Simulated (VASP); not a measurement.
# Fe (Im-3m) in VASP: further runs

Runs on Fe. Level: PBE. Tasks: relaxation of cell and atoms, electrostatic potential.

Program: VASP 6.6.1. These are calculated values, not measurements. Logs are shortened: lines on timing, memory, paths and dates and some standing lists are left out, and cuts for length are marked.

## Step 1: The structure

It takes space group Im-3m (No. 229, cubic). Conventional cell: a = 2.790 Å, b = 2.790 Å, c = 2.790 Å, α = 90.00°, β = 90.00°, γ = 90.00°. Fe (site symmetry m-3m) has 8 Fe at 2.42 Å as nearest neighbours.

The cell was built by a generator and needn't be a form met in nature.

## Step 2: Relaxation of cell and atoms, PBE, collinear spin, ferromagnetic start

Input file INCAR:

```
SYSTEM = Fe
  ALGO = Normal
  EDIFF = 1E-6
  EDIFFG = -0.005
  ENCUT = 600
  GGA = PE
  IBRION = 2
  ISIF = 3
  ISMEAR = 1
  ISPIN = 2
  LASPH = .True.
  LCHARG = .False.
  LMAXMIX = 4
  LORBIT = 11
  LREAL = .False.
  LWAVE = .False.
  MAGMOM = 2.5
  NELM = 120
  NSW = 60
  PREC = Accurate
  SIGMA = 0.1
```

Input file KPOINTS:

```
k-points
0
Gamma
  20 20 20
  0 0 0
```

Input file POSCAR:

```
Fe
1.0
   -1.3950000000      1.3950000000      1.3950000000
    1.3950000000     -1.3950000000      1.3950000000
    1.3950000000      1.3950000000     -1.3950000000
Fe
1
Direct
    0.0000000000      0.0000000000      0.0000000000
```

Potentials or basis: VASP PAW PBE potentials, release 64 (Fe).

Command:

```console
cat potpaw_PBE.64/Fe/POTCAR > POTCAR
mpirun -np 1 vasp_std > vasp.out
```

OUTCAR:

```text
SYSTEM = Fe
   EDIFF = 1E-6
   EDIFFG = -0.005
   ENCUT = 600
   GGA = PE
   IBRION = 2
   ISIF = 3
   ISMEAR = 1
   ISPIN = 2
   LASPH = .True.
   LORBIT = 11
   LREAL = .False.
   NELM = 120
   NSW = 60
   PREC = Accurate

 ion  position               nearest neighbor table
   1  0.000  0.000  0.000-

  LATTYP: Found a body centered cubic cell.
 ALAT       =     2.7900000000

  Lattice vectors:

 A1 = (  -1.3950000000,   1.3950000000,   1.3950000000)
 A2 = (   1.3950000000,  -1.3950000000,   1.3950000000)
 A3 = (   1.3950000000,   1.3950000000,  -1.3950000000)

Analysis of symmetry for initial positions (statically):
=====================================================================
 Subroutine PRICEL returns:
 Original cell was already a primitive cell.

 Routine SETGRP: Setting up the symmetry group for a
 body centered cubic supercell.

 Subroutine GETGRP returns: Found 48 space group operations
 (whereof 48 operations were pure point group operations)
 out of a pool of 48 trial point group operations.

The static configuration has the point symmetry O_h .

Analysis of symmetry for dynamics (positions and initial velocities):
=====================================================================
 Subroutine PRICEL returns:
 Original cell was already a primitive cell.

 Routine SETGRP: Setting up the symmetry group for a
 body centered cubic supercell.

 Subroutine GETGRP returns: Found 48 space group operations
 (whereof 48 operations were pure point group operations)
 out of a pool of 48 trial point group operations.

The dynamic configuration has the point symmetry O_h .

Analysis of structural, dynamic, and magnetic symmetry:
=====================================================================
 Subroutine PRICEL returns:
 Original cell was already a primitive cell.

 Routine SETGRP: Setting up the symmetry group for a
 body centered cubic supercell.

 Subroutine GETGRP returns: Found 48 space group operations
 (whereof 48 operations were pure point group operations)
 out of a pool of 48 trial point group operations.

The overall configuration has the point symmetry O_h .

 Subroutine INISYM returns: Found 48 space group operations
 (whereof 48 operations are pure point group operations),
 and found     1 'primitive' translations

----------------------------------------------------------------------------------------

                                     Primitive cell

  volume of cell :      10.8588

[... 105 lines left out ...]
     AMIX     =   0.40;   BMIX     =  1.00
     AMIX_MAG =   1.60;   BMIX_MAG =  1.00
  volume/ion in A,a.u.               =      10.86        73.28
  Fermi-wavevector in a.u.,A,eV,Ry     =   1.478577  2.794105 29.744921  2.186190
  Thomas-Fermi vector in A             =   2.592841
   LORBIT       =     11    0 simple, 1 ext, 2 COOP (PROOUT), +10 PAW based schemes
   GGA     = PE    functional components
   LHFCALC =     F    Hartree Fock is set to
   AEXX    =    0.0000 exact exchange contribution
   IVDW    =     0    specifies the selected vdW correction
   LEPSILON=     F    determine dielectric tensor
   LRPA    =     F    only Hartree local field effects (RPA)
 conjugate gradient relaxation of ions
 spin polarized calculation
 Methfessel and Paxton  Order N= 1 SIGMA  =   0.10
  energy-cutoff  :      600.00
  volume of cell :       10.86
 maximum number of plane-waves:       374
   NGX =  9   NGY =  9   NGZ =  9

--------------------------------------- Ionic step        1  -------------------------------------------

 number of electron       8.0000001 magnetization       2.0859068

 Free energy of the ion-electron system (eV)
  ---------------------------------------------------
  ext. energy  EPLUGINS =         0.00000000
  ---------------------------------------------------
  free energy    TOTEN  =        -8.22973408 eV

  energy without entropy =       -8.23040527  energy(sigma->0) =       -8.22995781

------------------------ aborting loop because EDIFF is reached ----------------------------------------

  FORCE on cell =-STRESS in cart. coord.  units (eV):
  Direction    XX          YY          ZZ          XY          YZ          ZX
  --------------------------------------------------------------------------------------
  -------------------------------------------------------------------------------------
  Total        0.5859474      0.5859474      0.5859474      0.0000000     -0.0000000     -0.0000000
  in kB       86.4543025     86.4543025     86.4543025      0.0000000     -0.0000000     -0.0000000
  external PRESSURE =      86.4543025 kB  Pullay stress =       0.0000000 kB
[... 197 lines left out ...]
--------------------------------------- Ionic step        7  -------------------------------------------

 number of electron       8.0000006 magnetization       2.2062883

 Free energy of the ion-electron system (eV)
  ---------------------------------------------------
  ext. energy  EPLUGINS =         0.00000000
  ---------------------------------------------------
  free energy    TOTEN  =        -8.24189652 eV

  energy without entropy =       -8.24132651  energy(sigma->0) =       -8.24170652

 E-fermi :   5.8174     XC(G=0): -13.1156

 val. band max:        5.8155972695   @ k =  -0.2500   0.2500   0.2500
 cond. band min:       5.8181681773   @ k =  -0.4000   0.4000   0.1500
 fundamental gap:      0.0025709078
 Fermi energy:         5.8174294501

 spin component 1

 k-point     1 :       0.0000    0.0000    0.0000
  band No.  band energies     occupation
      1      -2.6106      1.00000
      2       3.5075      1.00000
      3       3.5075      1.00000
      4       3.5075      1.00000
      5       4.7207      1.00000
      6       4.7207      1.00000
      7      30.8419      0.00000
      8      30.8419      0.00000
      9      30.8419      0.00000
[... 265 lines left out ...]
 k-point    24 :       0.2500    0.1000    0.0000
  band No.  band energies     occupation
      1       0.5436      1.00000
      2       2.7926      1.00000
      3       3.2507      1.00000
      4       4.5520      1.00000
      5       4.9192      1.00000
      6       5.5221      1.00012
      7      19.5038      0.00000
      8      23.9876      0.00000
      9      27.4639      0.00000

 [... further k-points ...]

 spin component 2

 k-point     1 :       0.0000    0.0000    0.0000
  band No.  band energies     occupation
      1      -2.4421      1.00000
      2       5.4356      1.00000
      3       5.4357      1.00000
      4       5.4357      1.00000
      5       7.4854     -0.00000
      6       7.4856     -0.00000
      7      30.5888      0.00000
      8      30.5888      0.00000
      9      30.5888      0.00000
[... 304 lines left out ...]
  FREE ENERGIE OF THE ION-ELECTRON SYSTEM (eV)
  ---------------------------------------------------
  free  energy   TOTEN  =        -8.2418965225 eV

  energy  without entropy=       -8.2413265089  energy(sigma->0) =       -8.24170652

 reached required accuracy - stopping structural energy minimisation

 total charge

# of ion       s       p       d       tot
------------------------------------------
    1        0.487   0.542   6.238   7.267

 magnetization (x)

# of ion       s       p       d       tot
------------------------------------------
    1       -0.013  -0.056   2.273   2.204
```

OSZICAR:

```text
N       E                     dE             d eps       ncg     rms          rms(c)
DAV:   1     0.182874494529E+02    0.18287E+02   -0.45690E+03  9544   0.123E+03
DAV:   2    -0.886867427364E+01   -0.27156E+02   -0.25609E+02  9293   0.138E+02
[... 53 lines left out ...]
       N       E                     dE             d eps       ncg     rms          rms(c)
DAV:   1    -0.824200280808E+01   -0.11271E-03   -0.21698E-03  9611   0.829E-01    0.104E-01
DAV:   2    -0.824190930377E+01    0.93504E-04   -0.11619E-03  9682   0.511E-01    0.924E-02
DAV:   3    -0.824189861718E+01    0.10687E-04   -0.84385E-05  9854   0.145E-01    0.309E-02
DAV:   4    -0.824189749928E+01    0.11179E-05   -0.81811E-07  4898   0.156E-02    0.635E-03
DAV:   5    -0.824189652249E+01    0.97679E-06   -0.12349E-06  6034   0.115E-02
   7 F= -.82418965E+01 E0= -.82417065E+01  d E =-.191493E-05  mag=     2.2063
```

CONTCAR:

```text
Fe
   1.00000000000000
    -1.4162749210718488    1.4162749210718488    1.4162749210718488
     1.4162749210718488   -1.4162749210718488    1.4162749210718488
     1.4162749210718488    1.4162749210718488   -1.4162749210718488
  Fe
     1
Direct
     0.0000000000000000    0.0000000000000000    0.0000000000000000

  0.00000000E+00  0.00000000E+00  0.00000000E+00
```

Wall time 1.9 min (1 thread of Intel Xeon 6975P-C (Granite Rapids), shared host); peak memory 0.18 GiB.

What came out:

- Free energy: -8.2419 eV
- Relaxed volume: 11.36 Å³/atom
- Relaxed cell: a = 2.453 Å, b = 2.453 Å, c = 2.453 Å, α = 109.47°, β = 109.47°, γ = 109.47°
- Space group after relaxing (to 0.05 Å): Im-3m (No. 229)
- Energy gained by relaxing: 12.2 meV/atom
- Ionic steps: 7
- Pressure after relaxing: 0.0 GPa
- Band gap on the k mesh: none (metal or under the smearing width)
- Net moment: 2.21 μB per cell
- Site moments: Fe +2.20 μB
- Valence electrons inside the program's atomic spheres: Fe 7.27

Step by step:
| step | energy change (eV) | largest force (eV/Å) | pressure (GPa) | volume (Å³) |
| --- | --- | --- | --- | --- |
| 1 | 0.0000 | 0.0000 | 8.65 | 10.86 |
| 2 | -0.0026 | 0.0000 | -6.78 | 11.81 |
| 3 | -0.0122 | 0.0000 | 0.21 | 11.35 |
| 4 | -0.0122 | 0.0000 | 0.08 | 11.36 |
| 5 | -0.0122 | 0.0000 | -0.19 | 11.37 |
| 6 | -0.0122 | 0.0000 | 0.19 | 11.35 |
| 7 | -0.0122 | 0.0000 | 0.04 | 11.36 |

Final structure:
```
Fe
1.0
    -1.41627    1.41627    1.41627
     1.41627   -1.41627    1.41627
     1.41627    1.41627   -1.41627
Fe
1
Direct
  0.00000 0.00000 0.00000
```

## Step 3: Electrostatic potential, PBE, collinear spin, ferromagnetic start

This run uses another cell than the first one, of 11.36 Å³/atom, 1.046 times its volume.

Input file INCAR:

```
PREC = Accurate
ENCUT = 520
EDIFF = 1E-6
ISMEAR = 1
SIGMA = 0.1
LREAL = False
LASPH = True
NELM = 120
ALGO = Normal
ISIF = 2
LWAVE = False
LCHARG = True
ISPIN = 2
MAGMOM = 2.5
LORBIT = 11
LMAXMIX = 4
GGA = PE
LVHAR = True
```

Input file KPOINTS:

```
regular mesh
0
Gamma
  20 20 20
```

Input file POSCAR:

```
Fe                                      
1.0
   -1.4162749211      1.4162749211      1.4162749211
    1.4162749211     -1.4162749211      1.4162749211
    1.4162749211      1.4162749211     -1.4162749211
  Fe            
     1
Direct
     0.0000000000000000    0.0000000000000000    0.0000000000000000
```

Potentials or basis: VASP PAW PBE potentials, release 64 (Fe).

Command:

```console
cat potpaw_PBE.64/Fe/POTCAR > POTCAR
mpirun -np 1 vasp_std > vasp.out
```

It took 26 s on 1 thread of Intel Xeon 6975P-C (Granite Rapids), shared host; peak memory 0.16 GiB.

The run converged. Its results:

```yaml
Free_energy: -8.2425 eV
Pressure: 0.2 GPa
Band_gap_on_the_k_mesh: none (metal or under the smearing width)
Net_moment: 2.21 μB per cell
Site_moments: Fe +2.20 μB
Valence_electrons_inside_the_program's_atomic_spheres: Fe 7.27
```

Levels at points of the mesh, in eV from the Fermi level:
Spin up:
```csv
k point,band 3,band 4,band 5,band 6,band 7,band 8
"(0.00, 0.00, 0.00)",-2.31,-2.31,-1.10,-1.10,25.02,25.02
"(0.50, 0.00, 0.00)",-1.03,-0.91,0.38,0.52,7.35,18.37
"(0.50, 0.50, 0.50)",0.11,0.11,0.11,9.94,9.94,9.94
```
Spin down:
```csv
k point,band 1,band 2,band 3,band 4,band 5,band 6,band 7
"(0.00, 0.00, 0.00)",-8.26,-0.38,-0.38,-0.38,1.67,1.67,24.77
"(0.50, 0.00, 0.00)",-3.63,-1.66,0.63,1.52,1.92,2.61,8.73
"(0.50, 0.50, 0.50)",-3.02,-3.02,2.31,2.31,2.31,10.21,10.21
```
